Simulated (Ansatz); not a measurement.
# MgO: the cost of one run

Computed with Ansatz 0.2.0 (DFT PBE, scalar-relativistic, plane waves, PAW, unless a step's input says otherwise).

**1. The starting structure**

It takes space group Aea2 (No. 41, orthorhombic). The conventional cell has a = 7.023 Å, b = 4.840 Å, c = 4.896 Å, α = 90.00°, β = 90.00°, γ = 90.00°. Mg (site symmetry 1) has 4 O at 1.87 to 1.96 Å as nearest neighbours. O (site symmetry 1) has 4 Mg at 1.87 to 1.96 Å as nearest neighbours.

As a file:

```
Mg O
1.0
     7.02270    0.00000    0.00000
     0.00000    2.41985    2.44816
     0.00000   -2.41985    2.44816
Mg O
4 4
Direct
  0.13023 0.75472 0.36955
  0.86977 0.36955 0.75472
  0.63023 0.86955 0.25472
  0.36977 0.25472 0.86955
  0.63023 0.13045 0.74528
  0.36977 0.74528 0.13045
  0.13023 0.24528 0.63045
  0.86977 0.63045 0.24528
```

A structure generator made this guess: 4-connected net, two elements alternating (Aea2, No. 41). Lengths come from tabulated atomic sizes and are only a guess.

**2. The guess as it stands, on a coarse mesh**

Contents of input.yaml:

```yaml
crystal:
  lattice:
    - [7.02269727, 0.0, 0.0]
    - [0.0, 2.41985328, 2.44815997]
    - [0.0, -2.41985328, 2.44815997]
  atoms:
    - { symbol: Mg, position: [0.13023309, 0.75471793, 0.36954954] }
    - { symbol: Mg, position: [0.86976691, 0.36954954, 0.75471793] }
    - { symbol: Mg, position: [0.63023309, 0.86954954, 0.25471793] }
    - { symbol: Mg, position: [0.36976691, 0.25471793, 0.86954954] }
    - { symbol: O, position: [0.63023309, 0.13045046, 0.74528207] }
    - { symbol: O, position: [0.36976691, 0.74528207, 0.13045046] }
    - { symbol: O, position: [0.13023309, 0.24528207, 0.63045046] }
    - { symbol: O, position: [0.86976691, 0.63045046, 0.24528207] }
basis:
  ecutwfc: 420
kpoints:
  mp_grid: { grid: [4, 6, 6] }
hamiltonian:
  xc: pbe
scf:
  occupations: { method: gaussian, width: 0.1 }
  lower_state_search: "off"
output:
  forces: true
  stress: true
  eigenvalues: true
```

Started as:

```bash
$ ansatz run input.yaml --threads 1 --pin off --max-ram 2560MiB --backend cpu --events-out ev --progress --plain --runs-dir out
```

**Question.** How long does this run take on 1 thread of Arm Neoverse V1, shared host, and how much memory does it need?

About 10 s, with a peak of 0.33 GiB.
